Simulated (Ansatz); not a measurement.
# Zn: response to strain

Zn is deformed so: equal xy, yz and zx engineering shear strains of -2 %. What stress and forces result, by LAPW, PAW and all-electron datasets made for the crystal?

Program: Ansatz 0.2.0. Level of theory: DFT PBE, scalar-relativistic. These are calculated values, not measurements.

**1. The structure to begin with**

It takes space group P6_3/mmc (No. 194, hexagonal). Conventional cell: a = 2.665 Å, b = 2.665 Å, c = 4.947 Å, α = 90.00°, β = 90.00°, γ = 120.00°. Zn (site symmetry -6m2) is surrounded by 12 Zn at 2.66 to 2.91 Å.

Coordinates:

```
CELL_PARAMETERS angstrom
2.66480 0.00000 0.00000
-1.33240 2.30778 0.00000
0.00000 0.00000 4.94670
ATOMIC_POSITIONS crystal
Zn 0.33333 0.66667 0.25000
Zn 0.66667 0.33333 0.75000
```

Atoms are numbered in the order of the input: Zn1, Zn2.

**2. After the deformation**

Space group P6_3/mmc before, P-1 after.

**3. All-electron LAPW**

input.yaml reads:

```yaml
crystal:
  lattice:
    - [2.6647980532, -0.0266479805, -0.0266479805]
    - [-1.3554768547, 2.3211068003, -0.0097538378]
    - [-0.049467, -0.049467, 4.9467]
  atoms:
    - { symbol: Zn, position: [0.3333333333, 0.6666666667, 0.25] }
    - { symbol: Zn, position: [0.6666666667, 0.3333333333, 0.75] }
kpoints:
  mp_grid: { grid: [18, 18, 8] }
  band_path:
    path:
      - [0.0, 0.0, 0.0]
      - [0.0, 0.0, 0.5]
      - [-0.5, 0.5, 0.0]
      - [0.0, 0.0, 0.0]
      - [0.0, -0.5, 0.0]
      - [-0.5, 0.0, 0.5]
      - [0.0, 0.0, 0.0]
      - [-0.5, 0.0, 0.0]
      - [0.0, -0.5, 0.5]
    npoints: 5
scf:
  occupations: { method: fermi_dirac, width: 0.03 }
hamiltonian:
  xc: pbe
  pseudopotentials: { kind: all_electron, lapw: { basis_error: 0.00025 } }
output:
  forces: true
  stress: true
  eigenvalues: true
```

Launch:

```console
$ ansatz run input.yaml --threads 1 --pin off --max-ram 3072MiB --backend cpu --events-out ev --progress --plain --runs-dir out
```

**4. Frozen-core PAW**

input.yaml reads:

```yaml
crystal:
  lattice:
    - [2.6647980532, -0.0266479805, -0.0266479805]
    - [-1.3554768547, 2.3211068003, -0.0097538378]
    - [-0.049467, -0.049467, 4.9467]
  atoms:
    - { symbol: Zn, position: [0.3333333333, 0.6666666667, 0.25] }
    - { symbol: Zn, position: [0.6666666667, 0.3333333333, 0.75] }
kpoints:
  mp_grid: { grid: [18, 18, 8] }
scf:
  occupations: { method: fermi_dirac, width: 0.03 }
hamiltonian:
  xc: pbe
  pseudopotentials: { kind: paw }
output:
  forces: true
  stress: true
  eigenvalues: true
  efg: { contact_densities: true }
```

**5. Datasets made for this crystal**

input.yaml: that of step 4 with these lines changed.

```diff
@@ -14,3 +14,3 @@
   xc: pbe
-  pseudopotentials: { kind: paw }
+  pseudopotentials: { kind: all_electron, datasets: crystal }
 output:
```

(Steps that only read results are left out.)

Before running it: what results should come out? Wanted: pressure; largest shear or deviatoric stress.

**Answer**, as computed:

| quantity | value |
| --- | --- |
| pressure | LAPW -0.24, PAW -0.25, crystal datasets -0.24 GPa |
| largest shear or deviatoric stress (LAPW) | 0.93 GPa |

The largest part of the stress beyond the pressure is 0.93 GPa in size, in the xy component; the atoms are carried along and not relaxed. No run of the undeformed cell stands beside it, so the pressure holds what the given cell had before the change. PAW: stress within 0.02 GPa of LAPW. Crystal datasets: stress within 0.01 GPa of LAPW.
